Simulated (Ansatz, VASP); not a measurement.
# One calculation of Tl, two programs

```
Tl
1.0
     3.44444    0.00000    0.00000
    -1.72222    2.98297    0.00000
     0.00000    0.00000    5.50652
Tl
2
Direct
  0.33333 0.66667 0.25000
  0.66667 0.33333 0.75000
```

Change from the starting cell: volume scaled by 0.99, PAW files.

Alike in both runs: task electric field gradients; functional LDA; k mesh 11 × 11 × 6; occupations fermi-dirac, width 0.05 eV; no spin polarisation.

|  | VASP | Ansatz |
| --- | --- | --- |
| version | VASP 6.6.1 | Ansatz 0.2.0 |
| potentials or method | VASP PAW LDA potentials, release 64 (Tl_d) | PAW with Ansatz's default frozen-core files, scalar-relativistic |
| plane-wave cutoff (eV) | 520 | 420 |
| valence electrons in the cell | 26 | 26 |

Ansatz gave:

- pressure (GPa): -1.4
- largest component of the traceless stress (GPa): 0.01
- Vzz of the field gradient on the site that differs most (V/Å²): -23.7

Problem. What did VASP give for the same quantities?

Solution. Pressure (GPa): -1.4; largest component of the traceless stress (GPa): 0.06; Vzz of the field gradient on the site that differs most (V/Å²): -23.6.

Ansatz warned: «gradients_without_spin_orbit».

The runs have no spin-orbit coupling, so splittings on Tl are missing.
